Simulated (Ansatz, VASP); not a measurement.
**CsH: VASP beside Ansatz**

Contents of INCAR:

```
  PREC = Accurate
  ENCUT = 520
  EDIFF = 1E-7
  ISMEAR = 0
  SIGMA = 0.01
  LREAL = F
  LASPH = T
  NELM = 60
  ALGO = Normal
  ISIF = 2
  LWAVE = F
  LCHARG = F
  GGA = CA
  NBANDS = 12
```

The input KPOINTS:

```
Automatic mesh
0
Gamma
  8 8 8
```

Contents of POSCAR:

```
CsH
1.0
    0.0000000000      3.0688076868      3.0688076868
    3.0688076868      0.0000000000      3.0688076868
    3.0688076868      3.0688076868      0.0000000000
Cs H
1 1
Direct
    0.0000000000      0.0000000000      0.0000000000
    0.5000000000      0.5000000000      0.5000000000
```

Input for Ansatz:

```yaml
crystal:
  lattice:
    - [0.0, 3.0688076868, 3.0688076868]
    - [3.0688076868, 0.0, 3.0688076868]
    - [3.0688076868, 3.0688076868, 0.0]
  atoms:
    - { symbol: Cs, position: [0.0, 0.0, 0.0] }
    - { symbol: H, position: [0.5, 0.5, 0.5] }
basis:
  ecutwfc: 420
kpoints:
  mp_grid: { grid: [8, 8, 8] }
hamiltonian:
  xc: lda
scf:
  occupations: { method: fixed }
output:
  forces: true
  stress: true
  eigenvalues: true
```

Alike in both runs: task single point; functional LDA; k mesh 8 × 8 × 8; no spin polarisation.

```csv
,VASP,Ansatz
version,VASP 6.6.1,Ansatz 0.2.0
potentials or method,"VASP PAW LDA potentials, release 64 (Cs_sv, H)","scalar-relativistic, plane waves, PAW"
plane-wave cutoff (eV),520,420
occupations,"gaussian, width 0.01 eV",fixed
valence electrons in the cell,10,10
```

|  | VASP | Ansatz | Ansatz less VASP |
| --- | --- | --- | --- |
| gap on the k mesh at the Fermi level (eV) | 1.76 | 1.78 | +0.026 |
| least direct gap on the mesh (eV) | 1.76 | 1.78 | +0.026 |
| pressure (GPa) | -0.2 | -0.2 | -0.05 |

Caveats: spin-orbit coupling is left out, which moves the levels of the heavy elements. A k mesh can miss the band edges. A hybrid or GW would open this gap; LDA tends to underestimate it.
